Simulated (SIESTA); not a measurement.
HfO2, 3 atoms in the cell. Symmetry: Fm-3m, No. 225, cubic system. Conventional cell: a = 5.115 Å, b = 5.115 Å, c = 5.115 Å, α = 90.00°, β = 90.00°, γ = 90.00°. Hf (site symmetry m-3m) is surrounded by 8 O at 2.21 Å. Around O (site symmetry -43m) lie 4 Hf at 2.21 Å. Measurements of this composition are mostly on another form, of space group No. 14.

| Item | Value |
| --- | --- |
| Program | SIESTA 5.4.2 |
| Task | relaxation of cell and atoms |
| Functional | PBE |
| Potentials or basis | PseudoDojo 0.4 standard (PBE files) |
| Basis | DZP (energy shift 0.003 Ry; two zetas on semicore shells) |
| Grid cutoff | 800 Ry |
| Energy shift | 0.003 Ry |
| k mesh | 5 × 5 × 5 |
| Occupations | fermi-dirac, width 0.05 eV |
| Spin | no spin polarisation |
| Target pressure | 20 GPa |
| optimiser | CG |
| force tolerance | 0.02 eV/Å |

Potentials or basis: PseudoDojo 0.4 standard (PBE files), DZP (energy shift 0.003 Ry; two zetas on semicore shells).

The run is started by

```sh
$ siesta HfO2.fdf > HfO2.out 2>&1
```

Hardware: 1 thread of Arm Neoverse V2, with other jobs on the host.

Task: How long does it take, and how much memory?

Result: It took 4.3 min on 1 thread of Arm Neoverse V2, with other jobs on the host, peak memory 0.34 GiB. Counts: scf iterations 57, k points 63, bands 49, ion steps 9.
